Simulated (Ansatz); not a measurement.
# Sn: convergence and cost

An exercise on one series of results from a longer session: the logs are not shown, and one member is left open.

Computed with Ansatz 0.2.0 (DFT r2SCAN, scalar-relativistic, plane waves, PAW for the base; runs at other levels say so in their headings and inputs, unless a step's input says otherwise).

1 further run of the same task is left out (set aside as unsound or not needed).

## The system as given

Symmetry: I4/mmm, No. 139, tetragonal system. The conventional cell has a = 3.182 Å, b = 3.182 Å, c = 5.831 Å, α = 90.00°, β = 90.00°, γ = 90.00°. Sn (site symmetry 4/mmm) has 4 Sn at 3.18 Å in its first shell of neighbours.

Structure file:

```
CELL_PARAMETERS angstrom
-1.59075 1.59075 2.91565
1.59075 -1.59075 2.91565
1.59075 1.59075 -2.91565
ATOMIC_POSITIONS crystal
Sn 0.00000 0.00000 0.00000
```

Source of the structure: the Crystallography Open Database. It is taken as it stands there.

## The base input

The input, input.yaml:

```yaml
crystal:
  lattice:
    - [-1.59075, 1.59075, 2.91565]
    - [1.59075, -1.59075, 2.91565]
    - [1.59075, 1.59075, -2.91565]
  atoms:
    - { symbol: Sn, position: [0.0, 0.0, 0.0] }
basis:
  ecutwfc: 500
kpoints:
  mp_grid: { grid: [18, 18, 18] }
hamiltonian:
  xc: r2scan
scf:
  occupations: { method: gaussian, width: 0.1 }
output:
  forces: true
  stress: true
  eigenvalues: true
  populations: true
```

Its results, from an earlier run: -6038.3615 eV/atom at zero smearing, pressure -2.79 GPa, largest force 0.000 eV/Å, no gap on the mesh, in 6 SCF cycles and 11 s.

The first run:

The input, input.yaml:

```yaml
crystal:
  lattice:
    - [-1.59075, 1.59075, 2.91565]
    - [1.59075, -1.59075, 2.91565]
    - [1.59075, 1.59075, -2.91565]
  atoms:
    - { symbol: Sn, position: [0.0, 0.0, 0.0] }
basis:
  ecutwfc: 420
kpoints:
  mp_grid: { grid: [18, 18, 18] }
hamiltonian:
  xc: lda
scf:
  occupations: { method: gaussian, width: 0.1 }
output:
  forces: true
  stress: true
  eigenvalues: true
```

Started as:

```console
ansatz run input.yaml --threads 1 --pin off --max-ram 2560MiB --backend cpu --events-out ev --progress --plain --runs-dir out
```

Among the steps run: Functional set to LDA; Functional set to PBE; Functional set to PBEsol; Functional: HSE06.

One table of the session follows, with a row left open; its other results are not shown here.

It belongs to the step «What the functional changes». 

```
functional  pressure (GPa)
    r2SCAN            -2.8
       LDA            -5.2
       PBE               ?
    PBEsol            -4.1
     HSE06            -2.9
```

**Question.** Estimate the row for PBE.

**Answer.** pressure (GPa): -1.6. In the column «pressure (GPa)» it is the highest.

Caveats from the session: Warnings in the runs' records: filled band counts differ across k points, stress scf threshold loose, stress exchange threshold loose.
